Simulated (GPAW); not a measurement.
The system is CuI (Marshite).

```
I Cu
1.0
     0.00000    3.03150    3.03150
     3.03150    0.00000    3.03150
     3.03150    3.03150    0.00000
I Cu
1 1
Direct
  0.00000 0.00000 0.00000
  0.25000 0.25000 0.25000
```

Base run:

| Quantity | Value |
| --- | --- |
| Program | GPAW 26.7.0 |
| Functional | LDA |
| Potentials or basis | PAW data sets generated in the run's folder for this functional |
| Cutoff | 600 eV |
| Basis | pw |
| k mesh | 6 × 6 × 6 |
| Occupations | fermi-dirac, width 0.05 eV |
| Spin | no spin polarisation |

Its results: band gap on the k mesh 0.96 eV, direct; pressure -3.9 GPa.

Q: The run is repeated on the same cell with these changes: functional from LDA to PBE; band points from 100 to 80. What comes out?

A: Band gap on the k mesh 1.14 eV, direct; pressure 0.9 GPa.

Caveats: spin-orbit coupling is left out, which moves the levels of the heavy elements.

Not every run made on this cell is shown here.
